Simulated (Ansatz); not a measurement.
ZnS, DFT, PBEsol, all-electron PAW with datasets made for the crystal, scalar-relativistic (Ansatz 0.2.0), run on 1 thread of Arm Neoverse V2 on a shared host.

The cell is COD entry 9000107, as deposited and not checked against the literature; nothing was relaxed. The listed cell was then made from it by scaling, straining or moving an atom.

Command: `ansatz run input.yaml --threads 1 --pin off --max-ram 3072MiB --backend cpu --events-out ev --progress --plain --runs-dir out`

```yaml
crystal:
  lattice:
    - [0.0, 2.70465, 2.650557]
    - [2.70465, 0.0, 2.650557]
    - [2.70465, 2.70465, 0.0]
  atoms:
    - { symbol: Zn, position: [0.0, 0.0, 0.0] }
    - { symbol: S, position: [0.75, 0.75, 0.75] }
kpoints:
  mp_grid: { grid: [8, 8, 8] }
scf:
  occupations: { method: fermi_dirac, width: 0.01 }
hamiltonian:
  xc: pbesol
  pseudopotentials: { kind: all_electron, datasets: crystal }
output:
  forces: true
  stress: true
  eigenvalues: true
  efg: { contact_densities: true }
```

Question: How large is the problem that the program sets up?

Answer: 59 irreducible k-points, 411 plane waves at Γ, 13 bands.

Question: Estimate the wall time and the peak memory.

Answer: 10 s of wall time for 9 SCF iterations, with a peak of 0.52 GiB. Times on shared machines scatter by tens of per cent.

Question: And the same cell and mesh by PAW (frozen-core files), asked for forces, stress, eigenvalues, efg, on the same hardware?

Answer: 3.7 s, peak memory 0.35 GiB.
